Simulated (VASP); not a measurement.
# Si in VASP: one cell, several levels of theory, part 1 of 2

What does VASP give for Si built on the lonsdaleite prototype, under -4.0 % strain along z alone, the cell held fixed? Runs: PBE, r2SCAN.

Code: VASP 6.6.1. PAW datasets, plane waves. The values are computed, spin-unpolarised, and not measurements.

## Step 1: Starting point

The cell comes from an earlier relaxation with r2SCAN in another program, then strained, with the atoms relaxed again.

Space group P6_3/mmc (No. 194), hexagonal; a = 3.832 Å, c = 6.088 Å in the conventional setting, 19.36 Å³ an atom. Si has 4 Si at 2.31–2.33 Å.

Structure file:

```cif
data_structure
_symmetry_space_group_name_H-M 'P6_3/mmc'
_symmetry_Int_Tables_number 194
_cell_length_a 3.8321
_cell_length_b 3.8321
_cell_length_c 6.0876
_cell_angle_alpha 90.000
_cell_angle_beta 90.000
_cell_angle_gamma 120.000
_cell_volume 77.42
loop_
_atom_site_label
_atom_site_type_symbol
_atom_site_symmetry_multiplicity
_atom_site_Wyckoff_symbol
_atom_site_fract_x
_atom_site_fract_y
_atom_site_fract_z
_atom_site_occupancy
Si1 Si 4 f 0.33333 0.66667 0.56023 1
```

## Step 2: PBE at this geometry

INCAR

```
ENCUT = 520.000000
SIGMA = 0.020000
EDIFF = 1.00e-07
GGA = PE
PREC = Accurate
IBRION = -1
ISIF = 2
ISMEAR = -1
NBANDS = 16
NELM = 120
NSW = 0
LASPH = .TRUE.
LCHARG = .FALSE.
LWAVE = .FALSE.
LREAL = .FALSE.
```

KPOINTS

```
KPOINTS created by Atomic Simulation Environment
0
Gamma
12 12 4
0 0 0
```

KPOINTS_OPT

```
special points
7
Reciprocal
0.0000000000 0.0000000000 0.0000000000 1
0.5000000000 0.0000000000 0.0000000000 1
0.3333333333 0.3333333333 0.0000000000 1
0.0000000000 0.0000000000 0.5000000000 1
0.5000000000 0.0000000000 0.5000000000 1
0.3333333333 0.3333333333 0.5000000000 1
0.0000000000 0.5000000000 0.0000000000 1
```

POSCAR

```
Si
 1.0000000000000000
     3.8321295590073570    0.0000000000000000    0.0000000000000000
    -1.9160647795036785    3.3187215486936292    0.0000000000000000
     0.0000000000000000    0.0000000000000000    6.0875681860000004
 Si
   4
Cartesian
 -0.0000000000000000  2.2124810324624193 -0.0138384338235808
  1.9160647795036783  1.1062405162312097  3.0299456591764198
 -0.0000000000000000  2.2124810324624193  2.2966765035735808
  1.9160647795036783  1.1062405162312097  5.3404605965735810
```

The run uses the recommended PBE PAW datasets (16 valence electrons a neutral cell).

On the command line:

```
mpirun -np 1 vasp_std
```

Standard output, without the iteration lines:

```text
POSCAR found type information on POSCAR Si
 POSCAR found :  1 types and       4 ions
 LDA part: xc-table for (Slater+PW92), standard interpolation
 POSCAR, INCAR and KPOINTS ok, starting setup
 FFT: planning ... GRIDC
 FFT: planning ... GRID_SOFT
 FFT: planning ... GRID
 WAVECAR not read
 entering main loop
 Start KPOINTS_OPT (optional k-point list driver)
k-point batch [1-7\7]
```

OSZICAR:

```text
N       E                     dE             d eps       ncg     rms          rms(c)
DAV:   1     0.276044317594E+02    0.27604E+02   -0.59847E+03  1824   0.821E+02
DAV:   2    -0.200699700497E+02   -0.47674E+02   -0.43280E+02  2472   0.124E+02
DAV:   3    -0.219304160283E+02   -0.18604E+01   -0.18460E+01  2456   0.229E+01
DAV:   4    -0.219514202952E+02   -0.21004E-01   -0.20999E-01  2256   0.314E+00
DAV:   5    -0.219517854224E+02   -0.36513E-03   -0.36509E-03  2456   0.388E-01    0.721E+00
DAV:   6    -0.216654930250E+02    0.28629E+00   -0.11737E-01  2176   0.163E+00    0.441E+00
DAV:   7    -0.215377095274E+02    0.12778E+00   -0.24110E-01  2232   0.244E+00    0.280E-01
DAV:   8    -0.215398617125E+02   -0.21522E-02   -0.17294E-02  2128   0.672E-01    0.116E-01
DAV:   9    -0.215403688726E+02   -0.50716E-03   -0.68490E-04  2416   0.152E-01    0.863E-02
DAV:  10    -0.215404896549E+02   -0.12078E-03   -0.11871E-04  2192   0.546E-02    0.143E-02
DAV:  11    -0.215404981021E+02   -0.84472E-05   -0.12035E-05  2360   0.185E-02    0.100E-02
DAV:  12    -0.215404998067E+02   -0.17046E-05   -0.17048E-06  2192   0.728E-03    0.188E-03
DAV:  13    -0.215404997832E+02    0.23436E-07   -0.29893E-07  2328   0.279E-03
   1 F= -.21540500E+02 E0= -.21540492E+02  d E =-.159230E-04
       N       E                     dE             ncg
DAV:   1     0.175923325331E+04   -0.24554E+04      224
DAV:   2     0.144632808244E+04   -0.31291E+03      304
DAV:   3     0.143556847153E+04   -0.10760E+02      328
DAV:   4     0.143544306463E+04   -0.12541E+00      272
DAV:   5     0.143544069171E+04   -0.23729E-02      296
DAV:   6     0.143544061790E+04   -0.73814E-04      280
DAV:   7     0.143544061719E+04   -0.71267E-06      312
DAV:   8     0.143544061717E+04   -0.14026E-07      208
```

The lines after F= are the extra pass for the points of KPOINTS_OPT, at fixed density; their E is not a total energy.

From OUTCAR:

```text
k-points           NKPTS =     57   k-points in BZ     NKDIM =     57   number of bands    NBANDS=     16

   NELECT =      16.0000    total number of electrons

   dimension x,y,z NGX =    30 NGY =   30 NGZ =   48
   dimension x,y,z NGXF=    60 NGYF=   60 NGZF=   96

  energy-cutoff  :      520.00
  volume of cell :       77.42
      direct lattice vectors                 reciprocal lattice vectors
     3.832129559  0.000000000  0.000000000     0.260951511  0.150660425  0.000000000
    -1.916064780  3.318721549  0.000000000     0.000000000  0.301320851  0.000000000
     0.000000000  0.000000000  6.087568186     0.000000000  0.000000000  0.164269207

 k-points in reciprocal lattice and weights: KPOINTS created by Atomic Simulation Env
   0.00000000  0.00000000  0.00000000       0.002
   0.08333333  0.00000000  0.00000000       0.010
   0.16666667 -0.00000000  0.00000000       0.010
   0.25000000  0.00000000  0.00000000       0.010
   0.33333333 -0.00000000  0.00000000       0.010
   0.41666667  0.00000000  0.00000000       0.010
   0.50000000  0.00000000  0.00000000       0.005
   0.08333333  0.08333333  0.00000000       0.010
[... 49 more k-points ...]

 E-fermi :   6.4628

 k-point     1 :       0.0000    0.0000    0.0000
  band No.  band energies     occupation
      1      -6.0395      2.00000
      2      -3.4344      2.00000
      3      -0.8948      2.00000
      4       4.6203      2.00000
      5       4.6203      2.00000
      6       6.3143      1.99881
      7       6.3694      1.98140
      8       6.3694      1.98140
      9       7.0882      0.00000
     10       8.2306      0.00000
     11       8.2306      0.00000
     12       9.3939      0.00000
     13      10.2802      0.00000
     14      10.6168      0.00000
     15      10.6168      0.00000
     16      12.1648      0.00000

 k-point     2 :       0.0833    0.0000    0.0000
  band No.  band energies     occupation
      1      -5.9586      2.00000
      2      -3.3520      2.00000
      3      -0.8525      2.00000
      4       3.9241      2.00000
      5       4.4527      2.00000
      6       5.7760      2.00000
      7       6.1424      2.00000
      8       6.2211      1.99999
      9       7.5739      0.00000
     10       8.3957      0.00000
     11       8.4931      0.00000
     12       9.5102      0.00000
     13      10.3637      0.00000
     14      10.9259      0.00000
     15      10.9709      0.00000
     16      11.6996      0.00000

 k-point     3 :       0.1667   -0.0000    0.0000
  band No.  band energies     occupation
      1      -5.7179      2.00000
      2      -3.1063      2.00000
      3      -0.7553      2.00000
      4       2.7417      2.00000
      5       4.0797      2.00000
      6       4.5793      2.00000
      7       5.6755      2.00000
      8       5.8820      2.00000
      9       7.5773      0.00000
     10       9.0699      0.00000
     11       9.4938      0.00000
     12       9.7152      0.00000
     13      10.0375      0.00000
     14      10.9973      0.00000
     15      11.7455      0.00000
     16      11.8677      0.00000

 k-point     4 :       0.2500    0.0000    0.0000
  band No.  band energies     occupation
      1      -5.3251      2.00000
      2      -2.7038      2.00000
      3      -0.7426      2.00000
      4       1.7356      2.00000
      5       3.2853      2.00000
      6       3.6855      2.00000
      7       5.0226      2.00000
      8       5.5146      2.00000
      9       7.2635      0.00000
     10       9.5029      0.00000
     11       9.5063      0.00000
     12      10.1422      0.00000
     13      10.1909      0.00000
     14      11.2672      0.00000
     15      12.2028      0.00000
     16      12.9053      0.00000

 k-point     5 :       0.3333   -0.0000    0.0000
  band No.  band energies     occupation
      1      -4.8000      2.00000
      2      -2.1617      2.00000
      3      -1.1197      2.00000
      4       1.3163      2.00000
      5       2.0603      2.00000
      6       3.3668      2.00000
      7       4.3016      2.00000
      8       5.2132      2.00000
      9       6.9145      0.00000
     10       9.1605      0.00000
     11       9.5722      0.00000
     12       9.8699      0.00000
     13      10.6726      0.00000
     14      12.6092      0.00000
     15      13.2366      0.00000
     16      13.4355      0.00000

 k-point     6 :       0.4167    0.0000    0.0000
  band No.  band energies     occupation
      1      -4.2086      2.00000
      2      -1.8272      2.00000
      3      -1.5406      2.00000
      4       1.0160      2.00000
      5       1.4503      2.00000
      6       3.1646      2.00000
      7       3.6507      2.00000
      8       5.0207      2.00000
      9       6.6569      0.00012
     10       8.9325      0.00000
     11       9.5063      0.00000
     12       9.6981      0.00000
     13      11.2234      0.00000
     14      13.2008      0.00000
     15      13.6632      0.00000
     16      14.2296      0.00000

 k-point     7 :       0.5000    0.0000    0.0000
  band No.  band energies     occupation
      1      -3.8541      2.00000
      2      -2.2545      2.00000
      3      -1.1559      2.00000
      4       0.4885      2.00000
      5       1.6119      2.00000
      6       3.0957      2.00000
      7       3.3445      2.00000
      8       4.9549      2.00000
      9       6.5640      0.01257
     10       8.8541      0.00000
     11       9.4710      0.00000
     12       9.6436      0.00000
     13      11.5492      0.00000
     14      13.2164      0.00000
     15      13.3350      0.00000
     16      14.6071      0.00000

 k-point     8 :       0.0833    0.0833    0.0000
  band No.  band energies     occupation
      1      -5.7978      2.00000
      2      -3.1879      2.00000
      3      -0.7816      2.00000
      4       3.1062      2.00000
      5       4.0798      2.00000
      6       4.9604      2.00000
      7       5.8637      2.00000
      8       5.9082      2.00000
      9       7.9732      0.00000
     10       8.3724      0.00000
     11       9.3303      0.00000
     12       9.6847      0.00000
     13      10.6159      0.00000
     14      10.7218      0.00000
     15      11.2773      0.00000
     16      11.7236      0.00000

 k-point     9 :       0.1667    0.0833    0.0000
  band No.  band energies     occupation
      1      -5.4805      2.00000
      2      -2.8634      2.00000
      3      -0.7152      2.00000
      4       2.1328      2.00000
      5       3.5502      2.00000
      6       3.8199      2.00000
      7       5.3601      2.00000
      8       5.4468      2.00000
      9       7.8798      0.00000
     10       8.9847      0.00000
     11       9.9527      0.00000
     12       9.9636      0.00000
     13      10.2861      0.00000
     14      10.9317      0.00000
     15      11.6229      0.00000
     16      11.9646      0.00000

 k-point    10 :       0.2500    0.0833    0.0000
  band No.  band energies     occupation
      1      -5.0189      2.00000
      2      -2.3886      2.00000
      3      -0.8846      2.00000
      4       1.4700      2.00000
      5       2.6167      2.00000
      6       3.1091      2.00000
      7       4.6951      2.00000
      8       5.0393      2.00000
      9       7.5760      0.00000
     10       9.1587      0.00000
     11       9.8292      0.00000
     12      10.2354      0.00000
     13      10.4767      0.00000
     14      11.3249      0.00000
     15      12.8625      0.00000
     16      12.9116      0.00000

 k-point    11 :       0.3333    0.0833    0.0000
  band No.  band energies     occupation
      1      -4.4466      2.00000
      2      -1.7933      2.00000
      3      -1.4786      2.00000
      4       1.3955      2.00000
      5       1.4970      2.00000
      6       2.8268      2.00000
      7       3.9889      2.00000
      8       4.7510      2.00000
      9       7.3097      0.00000
     10       8.8683      0.00000
     11       9.5571      0.00000
     12      10.3994      0.00000
     13      11.0041      0.00000
     14      12.5306      0.00000
     15      13.2509      0.00000
     16      14.0562      0.00000

 k-point    12 :       0.4167    0.0833    0.0000
  band No.  band energies     occupation
      1      -3.8999      2.00000
      2      -2.1372      2.00000
      3      -1.2097      2.00000
      4       0.6421      2.00000
      5       1.5847      2.00000
      6       2.7430      2.00000
      7       3.4250      2.00000
      8       4.6033      2.00000
      9       7.1581      0.00000
     10       8.6871      0.00000
     11       9.4108      0.00000
     12      10.4489      0.00000
     13      11.5112      0.00000
     14      13.2516      0.00000
     15      13.3260      0.00000
     16      14.0467      0.00000

[... the tables of k-points 13 to 57 left out ...]

  Total        1.4363439      1.4363439      5.0549299      0.0000000      0.0000000      0.0000000
  in kB       29.7244740     29.7244740    104.6094414      0.0000000      0.0000000      0.0000000
  external PRESSURE =      54.6861298 kB  Pullay stress =       0.0000000 kB

 POSITION                                       TOTAL-FORCE (eV/Angst)
 -----------------------------------------------------------------------------------
      0.00000      2.21248      6.07373         0.000000     -0.000000     -0.034691
      1.91606      1.10624      3.02995        -0.000000      0.000000     -0.034691
      0.00000      2.21248      2.29668         0.000000     -0.000000      0.034691
      1.91606      1.10624      5.34046         0.000000      0.000000      0.034691
 -----------------------------------------------------------------------------------
    total drift:                                0.000000     -0.000000     -0.000000

  FREE ENERGIE OF THE ION-ELECTRON SYSTEM (eV)
  ---------------------------------------------------
  free  energy   TOTEN  =       -21.5404997832 eV

  energy  without entropy=      -21.5404838602  energy(sigma->0) =      -21.54049182
```

Wall time 60 s (1 MPI rank of Intel Xeon Platinum 8488C, shared host); peak memory 0.23 GiB.

The levels at the points of KPOINTS_OPT are read from vasprun.xml.

Band energies at the special points (eV, zero at the top of v, the last band that the electrons fill by count):

```
point    v−1      v     c   c+1
    Γ   0.00   0.00  0.72  1.86
    M  -3.02  -1.41  0.19  2.48
    K  -3.66  -3.27  0.87  5.21
    A  -1.08  -1.08  1.62  1.62
    L  -2.25  -2.25  0.99  0.99
    H  -1.78  -1.78  1.86  1.86
```

Gap with PBE: 0.19 eV, valence top at Γ, conduction bottom at M. Least direct gap: 0.72 eV. Pressure: 5.47 GPa, and the largest force is 0.035 eV/Å, on atom 1 (Si).

(Continued in part 2 of 2.)
